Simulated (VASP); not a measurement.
Write the native input for VASP 6.6.1 that does the following.

```yaml
Task: relaxation of cell and atoms
Functional: r2SCAN
Potentials_or_basis: VASP PAW PBE potentials, release 64 (Ge_d)
Cutoff: 520 eV
k_mesh: 12 × 12 × 12
Occupations: gaussian, width 0.02 eV
Spin: no spin polarisation
Target_pressure: 13.3 GPa
Further_INCAR_settings: ALGO = Normal; EDIFF = 1e-07; IBRION = 2; EDIFFG = -0.002; NSW = 80; ISIF = 3
Target_pressure: 13.3 GPa
```

The structure of Ge lies in POSCAR:

```
Ge
1.0
   -2.5744897200      2.5744897200      1.3974126400
    2.5744897200     -2.5744897200      1.3974126400
    2.5744897200      2.5744897200     -1.3974126400
Ge
2
Direct
    0.2500000000      0.7500000000      0.5000000000
    0.5000000000      0.5000000000      0.0000000000
```

This isn't the form of Ge at room conditions, which is diamond.

These files were run (other wordings do the same):

INCAR

```
SYSTEM = Ge
  PREC = Accurate
  ENCUT = 520
  EDIFF = 1E-7
  ISMEAR = 0
  SIGMA = 0.02
  LREAL = .False.
  LASPH = .True.
  NELM = 80
  ALGO = Normal
  ISIF = 3
  LWAVE = .False.
  LCHARG = .False.
  METAGGA = R2SCAN
  LMIXTAU = .True.
  IBRION = 2
  NSW = 80
  EDIFFG = -0.002
  PSTRESS = 133.0
```

KPOINTS

```
Automatic mesh
0
Gamma
  12 12 12
  0 0 0
```

Potentials or basis: VASP PAW PBE potentials, release 64 (Ge_d).

Command:

```console
$ cat potpaw_PBE.64/Ge_d/POTCAR > POTCAR
$ mpirun -np 1 vasp_std > vasp.out
```

It gave:

- Relaxed volume: 16.39 Å³/atom
- Relaxed cell: a = 3.741 Å, b = 3.741 Å, c = 3.741 Å, α = 97.43°, β = 97.43°, γ = 137.86°
- Space group after relaxing (to 0.05 Å): I4_1/amd (No. 141)
- Energy change on relaxing (the enthalpy is what falls): +82.9 meV/atom
- Ionic steps: 5
- Pressure after relaxing: 13.3 GPa
- Band gap on the k mesh: none (metal or under the smearing width)

Caveat: the cell is relaxed towards a set pressure, so the enthalpy falls and the energy may rise; the PAW data sets were made with another functional, which shifts forces and pressure a little.

Run time: 24 min on 1 thread of Intel(R) Xeon(R) 6975P-C (Granite Rapids), with other jobs on the host, peak memory 0.26 GiB.
